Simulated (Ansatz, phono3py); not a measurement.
# AlAs (F-43m): lattice thermal conductivity, part 2 of 3

How well does the lattice of AlAs conduct heat?

Experimental results on record:
- thermal conductivity 98 W/m/K near room temperature (given in “Combining the AFLOW GIBBS and Elastic Libraries to efficiently and robustly screen thermo-mechanical properties of solids”, 2017, arXiv:1611.05714)

Ansatz 0.2.0; DFT LDA, scalar-relativistic, plane waves, PAW.

So far. Step 2 (Probe on a coarse mesh): The start is under -1.2 GPa at this level and looks like an insulator or semiconductor on this mesh. Step 4 (Tight relaxation): The residual pressure is 3.9e-4 GPa, small enough for phonons. The relaxed cell has a = 5.629 Å (conventional setting).

## 6. A first try at the third-order batch

This batch did not finish: the script that drives the runs cut it off, as soon as it could not fit the time left for it.

Contents of input.yaml:

```yaml
crystal:
  lattice:
    - [0.0, 2.8145444998, 2.8145444998]
    - [2.8145444998, 0.0, 2.8145444998]
    - [2.8145444998, 2.8145444998, 0.0]
  atoms:
    - { symbol: Al, position: [0.0, 0.0, 0.0] }
    - { symbol: As, position: [0.25, 0.25, 0.25] }
kpoints:
  mp_grid: { grid: [6, 6, 6] }
hamiltonian:
  xc: lda
scf:
  occupations: { method: fixed }
  lower_state_search: "off"
output:
  eigenvalues: true
phonons:
  method: fd
  dielectric: true
  qmesh: [6, 6, 6]
  temperatures: { t_max: 1000, t_step: 50 }
  qpath:
    path:
      - [[0.0, 0.0, 0.0], [-0.5, -0.5, 0.0], [-0.375, -0.375, 0.25]]
      - [[-0.375, 0.0, 0.375], [0.0, 0.0, 0.0], [0.0, 0.0, 0.5], [-0.5, -0.25, 0.25], [-0.5, -0.5, 0.0]]
    npoints: 10
  third_order: { supercell: [3, 3, 3], pair_cutoff: 4.817 }
  lattice_thermal_conductivity:
    qmesh: [19, 19, 19]
    temperatures: [100.0, 150.0, 200.0, 300.0, 400.0, 500.0, 600.0, 800.0]
    isotope_mass_variance: [{ species: Al, variance: 0.0 }, { species: As, variance: 0.0 }]
```

The run is started by

```bash
> ansatz run input.yaml --threads 4 --pin off --max-ram 16384MiB --backend cpu --events-out ev --progress --plain --runs-dir out
```

Numbers of over 12 decimals in the logs are rounded to 6 here.

Output:

```text
Warning: phonons: the dynamical matrix that this run interpolates holds no multipole term above the dipole-dipole one, and a site of this crystal is no centre of inversion, so its interpolated transverse optical and acoustic branches and sound speeds can stay off near Gamma, and the density of states and the thermodynamics with them. What a run solves at a wave vector of phonons.qpoints, Gamma apart, where the deck admits one, is free of this, and under fd what a larger phonons.supercell samples
Warning: phonons.dielectric: true without phonons.rigid_motions: the static dielectric tensor ε⁰ will be withheld (ε∞, Z* and the rows of modes are given); for a crystal or a slab, whose only rigid motions are the translations, set phonons.rigid_motions: translations
Warning: phonons.third_order: as it is cut ahead of every solve, the batch solves 125 displaced supercells where 101 would do. It runs under 24 of the 648 operations that the crystal's space group holds on the batch's supercell: the run's FFT boxes carry no more. The force constants lose no accuracy. For the smaller batch, try basis.xc_grid above 1 where it is 1, a denser FFT box (accuracy: high where it is lower, or a larger basis.ecutrho_ratio), or the same crystal shifted so that one of its atoms lies at the cell's origin: each can bring back operations that the batch needs, and none is sure to; [rest of the remark cut]
Engine: ansatz 0.2.0, aarch64-unknown-linux-gnu
Pseudopotentials: kind: paw
Pseudopotential: Al, paw, valence charge 3, recommended cutoff 420 eV (normal), Al.paw.azcp
Pseudopotential: As, paw, valence charge 15, recommended cutoff 420 eV (normal), As.paw.azcp
Functional definition: SPW92
  exchange = slater_x
  correlation = pw_c
Crystal: 12 atoms, lattice volume = 267.550 Å³
Basis set: ecut = 420 eV, 5227 PW (Γ), FFT grids on a1, −a1+a2+a3, −a1+a3
Bands: 66, of which v1, the nominal top of the filled ones, is band 54 counted from 1 (53 counted from 0)
Symmetry: 12 space group operations
k-points: 16 of 36 (time reversal used)
Non-local potential: Al, projectors of the file, l = 0: 2, l = 1: 2, l = 2: 1
Non-local potential: As, projectors of the file, l = 0: 2, l = 1: 2, l = 2: 3, l = 3: 1
PAW form: soft (Blöchl's): semilocal exchange-correlation on the pseudo side does not see the compensation charge
PAW frozen core: Al, regenerated for the run's functional, and the local potential with it (the file was generated under x = pbe(κ = 0.804, μ = 0.219515), c = pbe(β = 0.066725))
PAW frozen core: As, regenerated for the run's functional, and the local potential with it (the file was generated under x = pbe(κ = 0.804, μ = 0.219515), c = pbe(β = 0.066725))
PAW one-centre angular grid: Al, 110 points (default); XC on 64 Gauss nodes
PAW one-centre angular grid: As, 590 points (default); XC on 64 Gauss nodes
Initial density: handed on by an earlier stage of this run
[...]
Bands: 13, of which v1, the nominal top of the filled ones, is band 9 counted from 1 (8 counted from 0)
Symmetry: 24 space group operations
k-points: 46 of 216 (irreducible under 4 space group operations, time reversal used)
[...]
eigensolver tolerance schedule: the retry pair's looser diagonalisation over-reported the residual by 81838.82 of it (diagonalisation noise at an unbounded share of the residual, at the tolerance the schedule requests for it); recorded, not acted on — ethr = c·dr2/N_el stays at c = 1.0e-1
[...]
SCF 2 converged in 3 iterations: F = -5287.478527 eV  dr2 = 2.94e-11
[...]
NSCF: frozen V_eff on 2 k-points
DFPT response loops at Γ: preconditioner auto → none (the input reference at scf.mixing.eps_inf says where Resta's filter doesn't serve); β = 0.50; Broyden in place of MSR1
── the response to a field inside a basis, on 8×8×8 k-points: an SCF that follows is theirs, and a resumed run solves both again ──
Bands: 10, of which v1, the nominal top of the filled ones, is band 9 counted from 1 (8 counted from 0)
k-points: 60
[...]
Eigensolver: Dense (60 Hₖ)
[...]
SCF 1 converged in 4 iterations: F = -5287.490264 eV  dr2 = 1.20e-8
DFPT response loops at Γ: mixed as the last ones told, above
Symmetry: 2 space group operations
[...]
SCF 2 converged in 7 iterations: F = -31724.871122 eV  dr2 = 4.20e-12
[...]
SCF 3 converged in 3 iterations: F = -31724.871122 eV  dr2 = 5.98e-13
Symmetry: 1 space group operations
k-points: 20 of 36 (time reversal used)
[...]
SCF 4 converged in 7 iterations: F = -31724.871128 eV  dr2 = 4.36e-12
[...]
SCF 5 converged in 3 iterations: F = -31724.871128 eV  dr2 = 7.61e-13
[...]
SCF 6 converged in 7 iterations: F = -31724.871123 eV  dr2 = 2.52e-12
[...]
k-points: 15 of 36 (time reversal used)
[...]
k-points: 13 of 36 (time reversal used)
[...]
k-points: 12 of 36 (time reversal used)
[...]
Symmetry: 48 space group operations
k-points: 10 of 36
[...]
Symmetry: 36 space group operations
k-points: 7 of 36 (time reversal used)
[...]
Bands: 297, of which v1, the nominal top of the filled ones, is band 243 counted from 1 (242 counted from 0)
k-points: 3 of 8
[...]
Symmetry: 6 space group operations
k-points: 4 of 8
[...]
eigensolver tolerance schedule: the retry pair's looser diagonalisation over-reported the residual by 360870.54 of it (diagonalisation noise at an unbounded share of the residual, at the tolerance the schedule requests for it); recorded, not acted on — ethr = c·dr2/N_el stays at c = 1.0e-1
[...]
SCF 75 converged in 3 iterations: F = -142761.920217 eV  dr2 = 4.61e-11
[...]
SCF 76 converged in 7 iterations: F = -142761.915558 eV  dr2 = 4.10e-10
[...]
k-points: 6 of 8
[...]
SCF 77 converged in 8 iterations: F = -142761.905575 eV  dr2 = 1.13e-10
[...]
SCF 78 converged in 7 iterations: F = -142761.916494 eV  dr2 = 3.50e-10
[...]
```

Elapsed: 7.8 min, on 4 threads of Arm Neoverse V2, shared host.

The run was cut off at the time limit after its SCF cycle had converged; no result of it is taken.

## 7. Third-order constants and the Boltzmann equation

The supercell must be wider than twice the pair cutoff, and the number of displaced cells grows with the pairs inside it, which is where the cost lies.

input.yaml, as its differences from that of step 6:

```diff
@@ -27,3 +27,3 @@
     npoints: 10
-  third_order: { supercell: [3, 3, 3], pair_cutoff: 4.817 }
+  third_order: { supercell: [3, 3, 3], pair_cutoff: 4.13 }
   lattice_thermal_conductivity:
```

Output:

```text
[...]
Crystal: 12 atoms, lattice volume = 267.550 Å³
Basis set: ecut = 420 eV, 5227 PW (Γ), FFT grids on a1, −a1+a2+a3, −a1+a3
Bands: 66, of which v1, the nominal top of the filled ones, is band 54 counted from 1 (53 counted from 0)
Symmetry: 12 space group operations
k-points: 16 of 36 (time reversal used)
[...]
SCF iter   1: F=—  HF=-31724.871158 eV  |F-HF|=—  |Δ(HF+E_count)|=         —  Δρ=5.29e-8  dr2=6.60e-12  ethr=1.00e-12  ⟨swp⟩=3.0  Hψ=2699  notcnv=0
[...]
SCF iter   2: F=-31724.871158 eV  HF=-31724.871158 eV  |F-HF|=7.28e-12  |Δ(HF+E_count)|=  3.64e-12  Δρ=2.93e-8  dr2=2.02e-12  ethr=1.00e-12  ⟨swp⟩=3.0  Hψ=2736  notcnv=0
SCF 1 converged in 2 iterations: F = -31724.871158 eV  dr2 = 2.02e-12
[...]
Crystal: 2 atoms, lattice volume = 44.592 Å³
Basis set: ecut = 420 eV, 893 PW (Γ), exchange–correlation on 54×54×54 points (8 copies of the dense FFT grid, shifted against one another)
Bands: 13, of which v1, the nominal top of the filled ones, is band 9 counted from 1 (8 counted from 0)
Symmetry: 24 space group operations
k-points: 46 of 216 (irreducible under 4 space group operations, time reversal used)
[...]
SCF iter   3: F=-5287.478527 eV  HF=-5287.478527 eV  |F-HF|=2.27e-11  |Δ(HF+E_count)|=  3.91e-11  Δρ=2.42e-7  dr2=2.94e-11  ethr=1.00e-12  ⟨swp⟩=3.5  Hψ=2449  notcnv=0
SCF 2 converged in 3 iterations: F = -5287.478527 eV  dr2 = 2.94e-11
[...]
NSCF: frozen V_eff on 2 k-points
[...]
Bands: 10, of which v1, the nominal top of the filled ones, is band 9 counted from 1 (8 counted from 0)
k-points: 60
[...]
Eigensolver: Dense (60 Hₖ)
SCF iter   1: F=—  HF=-5287.490293 eV  |F-HF|=—  |Δ(HF+E_count)|=         —  Δρ=3.46e-4  dr2=8.82e-5  ethr=1.00e-1
[...]
SCF iter   4: F=-5287.490264 eV  HF=-5287.490264 eV  |F-HF|=1.01e-9  |Δ(HF+E_count)|=   1.35e-7  Δρ=6.41e-6  dr2=1.20e-8  ethr=5.28e-9
SCF 1 converged in 4 iterations: F = -5287.490264 eV  dr2 = 1.20e-8
[...]
Symmetry: 2 space group operations
[...]
SCF iter   7: F=-31724.871122 eV  HF=-31724.871122 eV  |F-HF|=0.00e0  |Δ(HF+E_count)|=  7.28e-12  Δρ=2.88e-8  dr2=4.20e-12  ethr=1.00e-12  ⟨swp⟩=4.8  Hψ=4242  notcnv=0
SCF 2 converged in 7 iterations: F = -31724.871122 eV  dr2 = 4.20e-12
[...]
SCF iter   3: F=-31724.871122 eV  HF=-31724.871122 eV  |F-HF|=7.28e-12  |Δ(HF+E_count)|=    0.00e0  Δρ=1.22e-8  dr2=5.98e-13  ethr=1.00e-12  ⟨swp⟩=4.1  Hψ=4103  notcnv=0
SCF 3 converged in 3 iterations: F = -31724.871122 eV  dr2 = 5.98e-13
Symmetry: 1 space group operations
k-points: 20 of 36 (time reversal used)
[...]
SCF iter   7: F=-31724.871128 eV  HF=-31724.871128 eV  |F-HF|=1.09e-11  |Δ(HF+E_count)|=    0.00e0  Δρ=3.09e-8  dr2=4.36e-12  ethr=1.00e-12  ⟨swp⟩=4.7  Hψ=5300  notcnv=0
SCF 4 converged in 7 iterations: F = -31724.871128 eV  dr2 = 4.36e-12
[...]
SCF iter   3: F=-31724.871128 eV  HF=-31724.871128 eV  |F-HF|=0.00e0  |Δ(HF+E_count)|=    0.00e0  Δρ=1.55e-8  dr2=7.61e-13  ethr=1.00e-12  ⟨swp⟩=4.1  Hψ=5199  notcnv=0
SCF 5 converged in 3 iterations: F = -31724.871128 eV  dr2 = 7.61e-13
[...]
SCF iter   7: F=-31724.871123 eV  HF=-31724.871123 eV  |F-HF|=1.46e-11  |Δ(HF+E_count)|=  7.28e-12  Δρ=2.51e-8  dr2=2.52e-12  ethr=1.00e-12  ⟨swp⟩=5.7  Hψ=4139  notcnv=0
SCF 6 converged in 7 iterations: F = -31724.871123 eV  dr2 = 2.52e-12
[...]
SCF iter   3: F=-31724.871123 eV  HF=-31724.871123 eV  |F-HF|=1.82e-11  |Δ(HF+E_count)|=  3.64e-12  Δρ=1.56e-8  dr2=6.07e-13  ethr=1.00e-12  ⟨swp⟩=4.2  Hψ=4217  notcnv=0
SCF 7 converged in 3 iterations: F = -31724.871123 eV  dr2 = 6.07e-13
[...]
SCF iter   7: F=-31724.871126 eV  HF=-31724.871126 eV  |F-HF|=0.00e0  |Δ(HF+E_count)|=  1.09e-11  Δρ=2.40e-8  dr2=2.60e-12  ethr=1.00e-12  ⟨swp⟩=5.5  Hψ=5061  notcnv=0
SCF 8 converged in 7 iterations: F = -31724.871126 eV  dr2 = 2.60e-12
[...]
SCF iter   3: F=-31724.871126 eV  HF=-31724.871126 eV  |F-HF|=1.09e-11  |Δ(HF+E_count)|=  1.46e-11  Δρ=1.74e-8  dr2=1.03e-12  ethr=1.00e-12  ⟨swp⟩=4.4  Hψ=5266  notcnv=0
SCF 9 converged in 3 iterations: F = -31724.871126 eV  dr2 = 1.03e-12
Basis set: ecut = 420 eV, 5221 PW (Γ), FFT grids on a1, a2, −3a1−3a2+a3
[...]
SCF iter   3: F=—  HF=-142761.910264 eV  |F-HF|=—  |Δ(HF+E_count)|=   2.35e-4  Δρ=3.64e-5  dr2=1.59e-5  ethr=1.75e-7  ⟨swp⟩=2.0  Hψ=2724  notcnv=0  defer=371
[...]
SCF iter   7: F=-142761.910539 eV  HF=-142761.910539 eV  |F-HF|=2.91e-11  |Δ(HF+E_count)|=   1.69e-9  Δρ=1.93e-7  dr2=7.21e-10  ethr=1.00e-12  ⟨swp⟩=3.0  Hψ=7791  notcnv=0
SCF 162 converged in 7 iterations: F = -142761.910539 eV  dr2 = 7.21e-10
[...]
SCF iter   7: F=-142761.910374 eV  HF=-142761.910374 eV  |F-HF|=2.91e-10  |Δ(HF+E_count)|=   2.12e-9  Δρ=1.97e-7  dr2=8.22e-10  ethr=1.00e-12  ⟨swp⟩=3.0  Hψ=7964  notcnv=0
SCF 163 converged in 7 iterations: F = -142761.910374 eV  dr2 = 8.22e-10
[...]
SCF iter   7: F=-142761.910443 eV  HF=-142761.910443 eV  |F-HF|=8.73e-11  |Δ(HF+E_count)|=   2.33e-9  Δρ=1.78e-7  dr2=6.26e-10  ethr=1.00e-12  ⟨swp⟩=3.0  Hψ=7661  notcnv=0
SCF 164 converged in 7 iterations: F = -142761.910443 eV  dr2 = 6.26e-10
[...]
SCF iter   7: F=-142761.910471 eV  HF=-142761.910471 eV  |F-HF|=2.04e-10  |Δ(HF+E_count)|=   1.43e-9  Δρ=2.03e-7  dr2=8.33e-10  ethr=1.00e-12  ⟨swp⟩=3.0  Hψ=7954  notcnv=0
SCF 165 converged in 7 iterations: F = -142761.910471 eV  dr2 = 8.33e-10
[...]
SCF iter   7: F=-142761.910558 eV  HF=-142761.910558 eV  |F-HF|=1.46e-10  |Δ(HF+E_count)|=   2.18e-9  Δρ=1.77e-7  dr2=6.05e-10  ethr=1.00e-12  ⟨swp⟩=3.0  Hψ=7832  notcnv=0
SCF 166 converged in 7 iterations: F = -142761.910558 eV  dr2 = 6.05e-10
[...]
SCF iter   7: F=-142761.910352 eV  HF=-142761.910352 eV  |F-HF|=8.73e-11  |Δ(HF+E_count)|=   1.66e-9  Δρ=2.05e-7  dr2=8.63e-10  ethr=1.00e-12  ⟨swp⟩=3.0  Hψ=7966  notcnv=0
SCF 167 converged in 7 iterations: F = -142761.910352 eV  dr2 = 8.63e-10
SCF converged after 2 iterations
Free energy (F): -31724.871158 eV
[...]
Internal energy: -31724.871158 eV  (E = F + TS)
E sigma→0 (E₀):  -31724.871158 eV
Fermi energy:    6.311765 eV
[...]
--- Band table (eV; the first three rows and the last of 16) ---
  k-point 0: bands = [... 50 lower, 5.6425, 6.3118, 6.3118, 6.3118, 7.6301, 8.2912, 8.5212, 8.6208, ... 8 higher]
  k-point 1: bands = [... 50 lower, 5.5151, 5.6425, 5.6425, 5.9708, 8.2138, 8.6208, 8.8227, 9.2184, ... 8 higher]
  k-point 2: bands = [... 50 lower, 6.0460, 6.0460, 6.0460, 6.0460, 8.3064, 8.3064, 8.3897, 8.3897, ... 8 higher]
  k-point 15: bands = [... 50 lower, 4.6330, 4.6330, 5.0321, 5.0321, 9.2184, 9.2184, 9.4048, 9.4048, ... 8 higher]
--- Phonons: 63 displaced members + 10 references (amplitude of the first 0.0025 Å, Σ member SCF iterations 321) ---
  ASR residual: 5.049e-4 → 0.000e0 eV/Å²; symmetrization residual: 3.407e-5 eV/Å²
  largest component of a force at the reference: 3.8e-6 eV/Å
  ASR residual per site (eV/Å²): 5.05e-4 8.93e-5
  Γ frequencies (cm⁻¹): 0.00 0.00 0.00 358.62 358.62 358.62
  Unit cell's response to a homogeneous field: 3 representative field directions (Σ response iterations 15)
  ε∞ (high-frequency dielectric tensor):
        9.442740     0.000000    -0.000000
        0.000000     9.442740     0.000000
       -0.000000     0.000000     9.442740
  ε⁰ (static dielectric tensor): not given — the deck does not say what the cell's rigid motions are, and on a molecule in a box or a wire the rigid rotations would enter the sum over the modes at Γ. For a crystal or a slab, whose only rigid motions are the translations, set phonons.rigid_motions: translations.
  Born effective charges Z* (e; rows j = field, columns β = displacement):
    site 0:
         2.14806   -0.00000   -0.00000
        -0.00000    2.14806    0.00000
        -0.00000    0.00000    2.14806
    site 1:
        -2.14806    0.00000    0.00000
         0.00000   -2.14806   -0.00000
         0.00000   -0.00000   -2.14806
  Z* charge neutrality: 7.327e-5 e pre-enforcement
  solved inside a basis spanned on the 6×6×6 k-mesh, on 8×8×8 k-points transformed towards the longest dipole: ε∞ is read to err by 2.6e-2, Z* by 1.6e-2 e; Z* is corrected for what the basis lacks
  optical modes at Γ without the LO–TO term, one row a degenerate level:
      ω (cm⁻¹)  modes    IR ((D/Å)²/amu)
        358.62      3            16.0987
  optical modes at Γ + LO–TO along q̂ = [1.0000, 0.0000, 0.0000]:
      ω (cm⁻¹)  modes    IR ((D/Å)²/amu)
        358.62      2            10.7325
        394.70      1             5.3662
  optical modes at Γ + LO–TO along q̂ = [0.0000, 1.0000, 0.0000]:
      ω (cm⁻¹)  modes    IR ((D/Å)²/amu)
        358.62      2            10.7325
        394.70      1             5.3662
  optical modes at Γ + LO–TO along q̂ = [0.0000, 0.0000, 1.0000]:
      ω (cm⁻¹)  modes    IR ((D/Å)²/amu)
        358.62      2            10.7325
        394.70      1             5.3662
--- Phonons (by wavevector): 16 wavevectors in 10 supercells ---
  supercell 1 (6 cells, vectors [1, 0, 0], [0, 3, -3], [0, 0, 2] in multiples of the cell's): 8 displaced members by 0.0025 Å; free energy -31724.871158 eV; taken off its force constants: by the sum rule 5.0e-4, by the symmetrisation 3.4e-5 eV/Å²
  symmetry images taken by strict's conditions (phonons.symmetry_images: auto; settled by no image being taken that strict refuses)
[...]
q = [0.0000, 0.0000, 0.0000] (star 1, supercell 1; hermiticity 1.58e-16, symmetrization 5.77e-7): -0.00 0.00 0.00 358.62 358.62 358.62
[...]
joined force constants: q→R imaginary residual 5.74e-19
  density of states and harmonic sums: on the 24×24×24 q-mesh, interpolated from the force constants of a 6×6×6 supercell (with the dipole–dipole term)
  largest difference from the sums on the solved wave vectors: F 3.70e-3 eV, S 4.88e-6 and C_V 1.18e-6 eV/K
  zero-point energy: 0.088002 eV/cell   skipped modes (ω ≤ 0): 3   left out of the sums: 3.62e-5 of the cell's modes: C_V's classical limit lies that fraction below 3 k_B per atom; for a crystal, a wire or a layer, F and S can be off by more, and a phonons.interpolated_qmesh denser along its periods is the remedy for the sampling
--- Third-order force constants: 92 member SCFs in a 3×3×3 supercell (pair cutoff 4.130 Å, amplitude 0.03 Å, SCF threshold 1.00e-9 eV, Σ member SCF iterations 658) ---
[...]
sum-rule residual: 3.588e-1 → 1.582e-14 eV/Å³; symmetrization residual: 1.271e-2 eV/Å³; largest sum-rule correction relative to its orbit: 2.640e-1, on the orbit of the block of home site 1 with site 1 of cell (-1, 0, 0) and site 1 of cell (-1, 0, 0), whose norm before the correction was 6.198e-1 eV/Å³
--- Lattice thermal conductivity: 19×19×19 mesh (220 irreducible points), tetrahedron method ---
  three-phonon and isotope scattering only; four-phonon, boundary and, in a metal, phonon-electron scattering are left out
  each conductivity is what the modes' populations carry and what the coherences between them add
  conductivity (a third of the tensor's trace), W/(m K), in the relaxation-time approximation and from the full solution:
       T (K)   relaxation time   full solution  iterations             ending  least Ritz value
      100.00          303.8984        298.6471           8          converged          5.891e-1
      150.00          171.2373        167.3566           8          converged          6.012e-1
      200.00          120.7732        117.9841           8          converged          6.638e-1
      300.00           77.2466         75.5036           8          converged          6.317e-1
      400.00           57.1733         55.9065           8          converged          6.164e-1
      500.00           45.4791         44.4823           8          converged          6.127e-1
      600.00           37.7905         36.9677           8          converged          6.112e-1
      800.00           28.2725         27.6614           8          converged          6.100e-1
```

Wall time 63 min (4 threads); peak memory 7.5 GiB; 4.2 h of CPU time.

Numbers from this step:

| Property | Result |
| --- | --- |
| Γ frequencies | 0, 0, 0, 358.6, 358.6, 358.6 cm⁻¹ (negative: imaginary) |
| lowest frequency on the path | 0 cm⁻¹ |
| zero-point energy | 0.08800 eV/cell |
| point group | -43m |
| highest frequency | 395 cm⁻¹ |
| Debye temperature from the second moment | 491 K |
| κ at 300 K (relaxation time) | 77.25 W/m/K |
| κ at 300 K (full solution) | 75.5 W/m/K |
| dipole term | run |
| mean free path at half of κ | 247 nm |
| share of κ above the three lowest branches | 0.046 |
| third-order blocks | 266 |
| periodic aliases dropped | 24 |
| largest relative sum-rule correction | 0.2640 |
| displaced cells, third order | 92 |

LO-TO term included. Phonon branches along the path, in cm⁻¹:

| point | branch 1 | branch 2 | branch 3 | branch 4 | branch 5 | branch 6 |
| --- | --- | --- | --- | --- | --- | --- |
| Γ | 0 | 0 | 0 | 359 | 359 | 395 |
| halfway | 83 | 83 | 148 | 337 | 337 | 393 |
| X | 95 | 95 | 212 | 332 | 332 | 390 |
| halfway | 94 | 112 | 208 | 332 | 333 | 378 |
| U | 94 | 135 | 200 | 332 | 333 | 362 |
| jump to K | 94 | 135 | 200 | 332 | 333 | 362 |
| halfway | 72 | 102 | 150 | 342 | 347 | 372 |
| Γ | 0 | 0 | 0 | 359 | 359 | 395 |
| halfway | 60 | 60 | 145 | 350 | 350 | 384 |
| L | 70 | 70 | 209 | 348 | 348 | 368 |
| halfway | 96 | 121 | 195 | 334 | 345 | 352 |
| W | 123 | 131 | 194 | 336 | 337 | 341 |
| halfway | 109 | 114 | 204 | 333 | 334 | 367 |
| X | 95 | 95 | 212 | 332 | 332 | 390 |

The phonon branches as a text plot (rows in cm⁻¹):

```
    387 |**************          *************                 **
    370 |              ***     **             ******          *
    354 |****             ***** *************************   **
    337 |    ********************                  **************
    321 |
    304 |
    288 |
    272 |
    255 |
    239 |
    222 |
    206 |         *********                    *******      *****
    189 |        *         **                 *       ******
    173 |       *            ***             *
    156 |                       *
    140 |      *          ***               *           **
    123 |    **         **   *** *         *          ** *****
    107 |              *        * **                 * **    **
     91 |   *  ****************  *        *        ****        **
     74 |    **                ** ***         *******
     58 |  **                    *       * ***
     41 |  *                      ****    *
     25 | *                         **  **
      8 |*                           ****
         Γ           X  U|K            Γ         L        W     X
```

[end of part 2 of 3]

[Logs are printed without paths, hosts, clocks, repeated set-up lines and the standing remarks that a program may print on its own settings, such as how far it seeks lower states.]

[Hosts, paths, dates, database ids (printed as entryN), source tags and the programs' standing remarks are cut or masked in the printed files.]

[A step with changed settings may run another functional than the one named; its input shows which.]
